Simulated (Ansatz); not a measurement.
# Rh: Seebeck coefficient and carrier response

These are results of DFT PBE, scalar-relativistic, plane waves, PAW in Ansatz 0.2.0, not measurements. Settings: 420 eV plane-wave cutoff, Γ-centred 18×18×10 mesh, Fermi-Dirac smearing of 0.15 eV. No spin polarisation.

The cell, relaxed at this level:
```xyz
2
Lattice="2.7285 0.0000 0.0000 -1.3643 2.3630 0.0000 0.0000 0.0000 4.3929" Properties=species:S:1:pos:R:3 pbc="T T T"
Rh    1.3643    0.7877    3.2946
Rh    0.0000    1.5753    1.0982
```

In a metal these results depend on the k mesh and the smearing.

Constant relaxation time and rigid bands. The levels are interpolated over the whole zone and filled by a Fermi function at the stated temperature, with the chemical potential set by the electron count. Seebeck coefficients of a few μV/K are small differences and uncertain even in sign.

Task: Give the Drude plasma energies, the density of states at the chemical potential and σ/τ at 300 K.

Result:
```
Plasma energy xx, yy, zz                : 7.63, 7.63, 8.99 eV
Density of states (thermally broadened) : 3.34 states/eV/cell
Conductivity over τ, xx, yy, zz         : 11.9, 11.9, 16.5 ×10²⁰ (Ω·m·s)⁻¹
```

Task: And the Seebeck coefficient (μV/K)?

Result:
```tsv
T (K)	Sxx	Syy	Szz
300	2.7	2.7	0.1
600	5.0	5.0	0.3
900	7.0	7.0	1.2
```

This form isn't the element's structure at ambient conditions.

Cost: 1 run of about 5.3 core-minutes, on AMD EPYC 9R45 (Zen 5) (shared hosts).